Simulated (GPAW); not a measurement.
Crystal: SnO.

```
Sn O
1.0
     3.81370    0.00000    0.00000
     0.00000    3.81370    0.00000
     0.00000    0.00000    4.88691
Sn O
2 2
Direct
  0.50000 0.00000 0.76463
  0.00000 0.50000 0.23537
  0.00000 0.00000 0.00000
  0.50000 0.50000 0.00000
```

The cell is a database's computed one.

```yaml
Program: GPAW 26.7.0
Task: relaxation of cell and atoms
Functional: PBEsol
Dispersion: D3(BJ)+ATM
Potentials_or_basis: PAW data sets generated in the run's folder for this functional
Cutoff: 800 eV
Basis: pw
k_mesh: 5 × 5 × 4
Occupations: fermi-dirac, width 0.05 eV
Spin: no spin polarisation
```

At the start: pressure -3.0 GPa; volume 17.77 Å³/atom.

Q: Where does the relaxation end?

A: Over 12 steps the energy falls by 15.3 meV/atom and the volume is 16.18 Å³/atom (-9.0 %); space group P4/nmm (No. 129, to 0.05 Å).

Step by step:
| step | energy change (eV) | largest force (eV/Å) | pressure (GPa) | volume (Å³) |
| --- | --- | --- | --- | --- |
| 1 | 0.0000 | 0.0209 | -2.98 | 71.08 |
| 2 | -0.0043 | 0.0628 | -2.68 | 70.83 |
| 3 | -0.0272 | 0.4022 | 0.28 | 68.24 |
| 4 | -0.0312 | 0.3553 | 0.41 | 67.83 |
| 5 | -0.0416 | 0.0330 | 0.09 | 66.51 |
| 6 | -0.0427 | 0.0406 | -0.02 | 66.25 |
| 7 | -0.0449 | 0.1261 | -0.18 | 65.92 |
| 8 | -0.0498 | 0.2335 | -0.43 | 65.30 |
| 9 | -0.0556 | 0.2498 | -0.49 | 64.68 |
| 10 | -0.0596 | 0.1494 | -0.31 | 64.51 |
| 11 | -0.0611 | 0.0328 | -0.09 | 64.65 |
| 12 | -0.0612 | 0.0019 | -0.01 | 64.70 |

Final structure:
```cif
data_structure
_symmetry_space_group_name_H-M 'P 1'
_symmetry_Int_Tables_number 1
_cell_length_a 3.7626
_cell_length_b 3.7626
_cell_length_c 4.5703
_cell_angle_alpha 90.000
_cell_angle_beta 90.000
_cell_angle_gamma 90.000
_cell_volume 64.70
loop_
_atom_site_label
_atom_site_type_symbol
_atom_site_fract_x
_atom_site_fract_y
_atom_site_fract_z
_atom_site_occupancy
Sn1 Sn 0.50000 0.00000 0.74718 1
Sn2 Sn 0.00000 0.50000 0.25282 1
O1 O 0.00000 0.00000 0.00000 1
O2 O 0.50000 0.50000 0.00000 1
```

Caveat: later steps reuse the first step's grids; pairwise dispersion overbinds metals, which lowers pressure and volume.
